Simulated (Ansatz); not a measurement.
# CuO: the cost of one run

Program: Ansatz 0.2.0. Level of theory: DFT PBE+U (U_eff = 3 eV on Cu d), plane waves, PAW. These are calculated values, not measurements.

1 further run of the same task is left out (it didn't finish).

### 1 The structure to begin with

The structure is monoclinic, space group Cc (No. 9). Conventional cell: a = 4.689 Å, b = 3.427 Å, c = 5.132 Å, α = 90.00°, β = 99.65°, γ = 90.00°. Around Cu (site symmetry 1) lie 4 O at 1.91 to 2.02 Å. Around O (site symmetry 1) lie 4 Cu at 1.91 to 2.02 Å.

Coordinates:

```cif
data_structure
_symmetry_space_group_name_H-M 'Cc'
_symmetry_Int_Tables_number 9
_cell_length_a 4.6893
_cell_length_b 3.4268
_cell_length_c 5.1321
_cell_angle_alpha 90.000
_cell_angle_beta 99.653
_cell_angle_gamma 90.000
_cell_volume 81.30
loop_
_atom_site_label
_atom_site_type_symbol
_atom_site_symmetry_multiplicity
_atom_site_Wyckoff_symbol
_atom_site_fract_x
_atom_site_fract_y
_atom_site_fract_z
_atom_site_occupancy
Cu1 Cu 4 a 0.25000 0.24680 0.00000 1
O1 O 4 a 0.48850 0.91710 0.25370 1
```

### 2 Ferromagnetic start, free, symmetry kept, no search

The input, input.yaml:

```yaml
crystal:
  lattice:
    - [2.34464976, -1.71339982, 0.0]
    - [2.34464976, 1.71339982, 0.0]
    - [-0.86054991, 0.0, 5.05943948]
  atoms:
    - { symbol: Cu, position: [0.0032, 0.4968, 0.0], spin: 1.0 }
    - { symbol: Cu, position: [0.4968, 0.0032, 0.5], spin: 1.0 }
    - { symbol: O, position: [0.5714, 0.4056, 0.2537] }
    - { symbol: O, position: [0.4056, 0.5714, 0.7537] }
basis:
  ecutwfc: 420
  ecutrho_ratio: 4
kpoints:
  mp_grid: { grid: [7, 7, 4] }
hamiltonian:
  xc: pbe
  hubbard:
    sites: [{ site: 0, l: d, u_eff: 3.0 }, { site: 1, l: d, u_eff: 3.0 }]
scf:
  occupations: { method: gaussian, width: 0.05 }
  lower_state_search: "off"
  max_iter: 150
output:
  forces: true
  stress: true
  eigenvalues: true
  populations: true
  hubbard: { sites: [{ site: 0, l: d }, { site: 1, l: d }] }
magnetization:
  spin_polarized: true
```

Command:

```
> ansatz run input.yaml --threads 2 --pin off --max-ram 3072MiB --backend cpu --events-out ev --progress --plain --runs-dir out
```

Q: Estimate wall time and peak memory on 2 threads of Arm Neoverse V2, shared host.

About 14 s, with a peak of 0.41 GiB.
